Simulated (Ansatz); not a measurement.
# AlNi: the cost of one run

Program: Ansatz 0.2.0. Level of theory: DFT PBEsol, scalar-relativistic, plane waves, PAW. These are calculated values, not measurements.

2 further runs of the same task are left out: 2 set aside as unsound or not needed.

**1. The starting structure**

Symmetry: Pm-3m, No. 221, cubic system. The conventional cell has a = 2.862 Å, b = 2.862 Å, c = 2.862 Å, α = 90.00°, β = 90.00°, γ = 90.00°. Around Al (site symmetry m-3m) lie 8 Ni at 2.48 Å. Around Ni (site symmetry m-3m) lie 8 Al at 2.48 Å.

Coordinates:

```
Al Ni
1.0
     2.86235    0.00000    0.00000
     0.00000    2.86235    0.00000
     0.00000    0.00000    2.86235
Al Ni
1 1
Direct
  0.50000 0.50000 0.50000
  0.00000 0.00000 0.00000
```

It goes back to an entry of the Materials Project, which need not be the stable form.

This cell was relaxed beforehand with the same method: volume 11.73 Å³/atom, gap on the mesh none (metal).

The unstrained cell comes from an earlier run at this level (2 atoms, E(σ→0) -6330.8639 eV, gap none (metal)).

**2. Strain -1.5 %**

input.yaml

```yaml
crystal:
  lattice:
    - [2.873085002, 0.0, 0.0]
    - [0.0, 2.873085002, 0.0]
    - [0.0, 0.0, 2.8194159173]
  atoms:
    - { symbol: Al, position: [0.5, 0.5, 0.5] }
    - { symbol: Ni, position: [0.0, 0.0, 0.0] }
basis:
  ecutwfc: 420
kpoints:
  mp_grid: { grid: [18, 18, 18] }
hamiltonian:
  xc: pbesol
scf:
  occupations: { method: gaussian, width: 0.1 }
output:
  forces: true
  stress: true
  eigenvalues: true
relax:
  adjacent_minimum: "off"
  f_tol: 0.008
  max_steps: 40
  cell: { stress_tol: 0.015, fix: [c, angles] }
```

Launch:

```console
ansatz run input.yaml --threads 1 --pin off --max-ram 2560MiB --backend cpu --events-out ev --progress --plain --runs-dir out
```

Q: Estimate wall time and peak memory on 1 thread of Intel Xeon 6975P-C (Granite Rapids), shared host.

About 24 s, with a peak of 0.54 GiB.
